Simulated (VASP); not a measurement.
# Ta₈H: nudged elastic band

Ta₈H, defect, 9 atoms in the cell. PBE, nudged elastic band; PAW potentials Ta_pv, H (PBE set).

Path: an interstitial H atom hops to the next site of its kind; Moving images: 1.

## Input

INCAR.step1:
```
PREC     = Normal         # precision mode
ENCUT    = 250            # plane-wave cutoff, eV
EDIFF    = 1E-6           # SCF threshold, eV
ISMEAR   = 1              # smearing method
SIGMA    = 0.1            # smearing width, eV
LREAL    = F              # projectors in reciprocal space
LASPH    = T              # aspherical terms in the spheres
NELM     = 100            # most SCF steps
ALGO     = Normal         # electronic algorithm
LWAVE    = F              # write WAVECAR
LCHARG   = F              # write CHGCAR
IBRION   = 2              # ionic algorithm
NSW      = 100            # ionic steps
ISIF     = 2              # what is computed and relaxed
EDIFFG   = -0.02          # ionic threshold
POTIM    = 0.5            # step
KPAR     = 8             
```

INCAR.step3, as INCAR.step1 but for:
```
- IBRION = 2
- NSW = 100
- ISIF = 2
- EDIFFG = -0.02
- POTIM = 0.5
+ IBRION = 1
+ POTIM = 0.3
+ NSW = 200
+ EDIFFG = -0.05
+ SPRING = -5
+ IMAGES = 1
```

KPOINTS:
```
k-points
0
Gamma
  7 7 7
```

00/POSCAR:
```
Ta8H
1.0
   -4.3505581089      2.5117958953      5.1662740000
    4.3505581089     -2.5117958953      5.1662740000
    1.4501860363      2.5117958953     -5.1662740000
Ta H
8 1
Direct
    0.4552198504      0.3083876515      0.5096782686
    0.9455415818      0.7987093830      0.4903217314
    0.9459357182      0.3043361719      0.0000000000
    0.4458002755      0.8034868608      0.0000000000
    0.5447801496      0.6916123486      0.4903217314
    0.0544584182      0.2012906171      0.5096782686
    0.0540642818      0.6956638282      0.0000000000
    0.5541997246      0.1965131393      0.0000000000
    0.0000000000      0.0000000000      0.0000000000
```

01/POSCAR:
```
Ta8H
1.0
   -4.3505581089      2.5117958953      5.1662740000
    4.3505581089     -2.5117958953      5.1662740000
    1.4501860363      2.5117958953     -5.1662740000
Ta H
8 1
Direct
    0.4671242255      0.3217933224      0.5070237407
    0.9601010551      0.8147698183      0.4929763327
    0.9577435960      0.3141700925     -0.0000012694
    0.4623036074      0.8189848753      0.0000013090
    0.5171288928      0.6832788527      0.4237508284
    0.0933791168      0.2595264531      0.5762486475
    0.0852849030      0.6901003648     -0.0000869389
    0.5657351683      0.2111343819      0.0000864236
   -0.1088005649     -0.1137581607      0.0000009265
```

02/POSCAR:
```
Ta8H
1.0
   -4.3505581089      2.5117958953      5.1662740000
    4.3505581089     -2.5117958953      5.1662740000
    1.4501860363      2.5117958953     -5.1662740000
Ta H
8 1
Direct
    0.4693897328      0.3225582517      0.4903214671
    0.9790682658      0.8322367847      0.5096785329
    0.9742904224      0.3319779130      0.0000000000
    0.4734410229      0.8318419983      0.0000000000
    0.5764872898      0.7233187710      0.4903214671
    0.0861658227      0.2329973039      0.5096785329
    0.0821145327      0.7237135573      0.0000000000
    0.5812651332      0.2235776427      0.0000000000
   -0.2222222222     -0.2222222222      0.0000000000
```

POSCAR.step1:
```
Ta8H
1.0
   -4.3505581089      2.5117958953      5.1662740000
    4.3505581089     -2.5117958953      5.1662740000
    1.4501860363      2.5117958953     -5.1662740000
Ta H
8 1
Direct
    0.4583333334      0.2916666667      0.5000000000
    0.9583333334      0.7916666667      0.5000000000
    0.9583333334      0.2916666667      0.0000000000
    0.4583333334      0.7916666667      0.0000000000
    0.5416666666      0.7083333334      0.5000000000
    0.0416666666      0.2083333334      0.5000000000
    0.0416666666      0.7083333334      0.0000000000
    0.5416666667      0.2083333334      0.0000000000
    0.0000000000      0.0000000000      0.0000000000
```

POSCAR.step2:
```
Ta8H
1.0
   -4.3505581089      2.5117958953      5.1662740000
    4.3505581089     -2.5117958953      5.1662740000
    1.4501860363      2.5117958953     -5.1662740000
Ta H
8 1
Direct
    0.4583333334      0.2916666667      0.5000000000
    0.9583333334      0.7916666667      0.5000000000
    0.9583333334      0.2916666667      0.0000000000
    0.4583333334      0.7916666667      0.0000000000
    0.5416666666      0.7083333334      0.5000000000
    0.0416666666      0.2083333334      0.5000000000
    0.0416666666      0.7083333334      0.0000000000
    0.5416666667      0.2083333334      0.0000000000
   -0.2500000000     -0.2500000000      0.0000000000
```

Commands (each step's output is kept before the next begins):
```
cat potpaw_PBE.64/Ta_pv/POTCAR potpaw_PBE.64/H/POTCAR > POTCAR
cp INCAR.step1 INCAR
cp POSCAR.step1 POSCAR
mpirun -np 8 vasp_std > vasp.out
cp POSCAR.step2 POSCAR
mpirun -np 8 vasp_std > vasp.out
# 00 and 02 hold the relaxed ends, the second shifted as a whole so that the mean position stays; the images between are interpolated (pair-distance (IDPP))
cp INCAR.step3 INCAR
mpirun -np 8 vasp_std > vasp.out
```

## Result

- Barrier (eV): 0.563
- Barrier of the reverse step (eV): 0.563
- Energy of the second end over the first (eV): 0.000
- Top of the path (share of its length): 0.50
- Length of the path (Å): 2.45
- Steps of the band: 6
- Ionic steps, all stages: 74
- Electronic steps, all stages: 458

Energy along the relaxed band:

| Image | Distance along the path (Å) | Energy above the first end (eV) | Slope along the path (eV/Å) | Largest force across the path (eV/Å) |
|---|---|---|---|---|
| 0 | 0.000 | 0.000 | relaxed end |  |
| 1 | 1.227 | 0.563 | 0.003 | 0.032 |
| 2 | 2.453 | -0.000 | relaxed end |  |

The two ends have the same energy within 0.01 eV.

Limits: the cell holds 9 atoms, so the vacancy or interstitial meets its own images and the barrier isn't that of a lone defect; a single image in the middle can't show two humps with a dip between them, and says nothing of the springs.

VASP 6.6.1 took 778 s on 8 cores (Intel Xeon Platinum 8488C (Sapphire Rapids)), a shared host.
